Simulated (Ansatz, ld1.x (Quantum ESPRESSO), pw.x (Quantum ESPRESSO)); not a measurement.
Os: one change to the TM potential, in the atom and in the sc crystal

```
Element                 : osmium
Generator               : ld1.x (Quantum ESPRESSO) 7.5
Type                    : norm-conserving Troullier–Martins (Kleinman–Bylander form)
Functional              : PBE
Relativity              : scalar-relativistic
Frozen core             : [Xe] 4f14
Valence charge          : 8
Reference configuration : 5d6 6s2 6p0
Partial waves           : 6p (bound, empty): rc 2.80 bohr; 5d (bound): rc 2.50 bohr; 6s (bound): rc 2.30 bohr
Local potential         : the s channel
Core correction         : none
```

Change: wave 6s (bound): rc 2.30 bohr becomes 6s (bound): rc 1.90 bohr.

Cutoffs, loose and tight: the cutoffs (Ry, on a coarse ladder) from which the occupation-weighted sum of valence levels, in a spherical-Bessel basis at the reference potential, stays within 10 and 1 mRy of its value at 400 Ry. They do not see the model core or the augmentation charge, which bear on the density cutoff. Test errors are all-electron minus pseudo excitation energies from the reference, over the configurations 5d6 6s1 6p0; 5d6 6s0 6p0; 5d5 6s0 6p0; 5d6 6s0 6p2; 5d5 6s2 6p1; 5d6 6s0 6p1; 5d6 6s1.5 6p0; variants that change the core or the reference have their own tests.

Crystal test: sc Os in pw.x 7.5, no spin, 13³ k-points, Fermi–Dirac smearing 0.01 Ry, cutoffs set for each file from its atomic test. The reference is all-electron LAPW (Ansatz 0.2.0) with the same functional, mesh and smearing; V0 and B0 come from Birch–Murnaghan fits to the pressures at five volumes. Errors are pseudo minus all-electron; Δ is the rms difference of the E(V) curves that follow from these fits, minima aligned, over ±6 % about the mean V0. Mesh and smearing are coarse, so the numbers serve the comparison and aren't converged zero-temperature values; the lattice is a test structure that the element need not adopt.

All-electron: a0 = 2.558 Å (V0 = 16.75 Å³/atom), B0 = 267.5 GPa.

Problem. Does the change bring the crystal closer to the all-electron result?

Solution. The mean pressure error goes from +12.18 to +8.63 GPa, so the change moves the solid closer to the all-electron pressures.

```
                       quantity       base    changed
                 outcome (atom)  generated  generated
           cutoff, loose (atom)      30 Ry      35 Ry
           cutoff, tight (atom)      35 Ry      60 Ry
            bound ghosts (atom)       none       none
largest test error (meV) (atom)        -56        +55
           cutoffs in pw.x (Ry)     45/180     75/300
                         a0 (Å)      2.595      2.585
                   a0 error (%)      +1.42      +1.03
                   B0 error (%)       -3.5       -3.0
                   Δ (meV/atom)       41.6       30.1
      mean pressure error (GPa)     +12.18      +8.63
```

Base: The largest radius (2.80 bohr) exceeds half the bond length (2.42 bohr), so the spheres overlap, which is one possible source of error among others. This is a poor potential for the solid. Changed file: The largest radius (2.80 bohr) exceeds half the bond length (2.42 bohr), so the spheres overlap, which is one possible source of error among others. This is a poor potential for the solid. The atomic cutoffs weigh occupied waves only.
